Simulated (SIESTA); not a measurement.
## Ta in SIESTA: the effect of functional

Crystal: Ta.

```
CELL_PARAMETERS angstrom
-1.65128 1.65128 1.65128
1.65128 -1.65128 1.65128
1.65128 1.65128 -1.65128
ATOMIC_POSITIONS crystal
Ta 0.00000 0.00000 0.00000
```

Alike in all runs:

| Item | Value |
| --- | --- |
| Program | SIESTA 5.4.2 |
| Task | single point |
| Potentials or basis | PseudoDojo 0.4 standard (PBE files) |
| Basis | DZP (energy shift 0.003 Ry; two zetas on semicore shells) |
| Grid cutoff | 800 Ry |
| Energy shift | 0.003 Ry |
| k mesh | 11 × 11 × 11 |
| Occupations | fermi-dirac, width 0.05 eV |
| Spin | no spin polarisation |

```csv
functional,pressure (GPa)
PBE,3.3
vdW-DF,7.7
vdW-DF2,12.5
optB88-vdW,1.5
vdW-DF-C09,-3.5
vdW-DF-cx,?
VV10,5.4
```

Task: What does the run with functional vdW-DF-cx give?

Result: Pressure -2.8 GPa.

Caveats: short orbitals over semicore shells can move pressures by several GPa; the basis of atomic orbitals isn't converged, which shifts pressures, moduli and gaps; the potentials were made for another functional, which shifts forces and pressure (some runs); the non-local part is tabulated coarsely and may be off by about a percent (some runs).
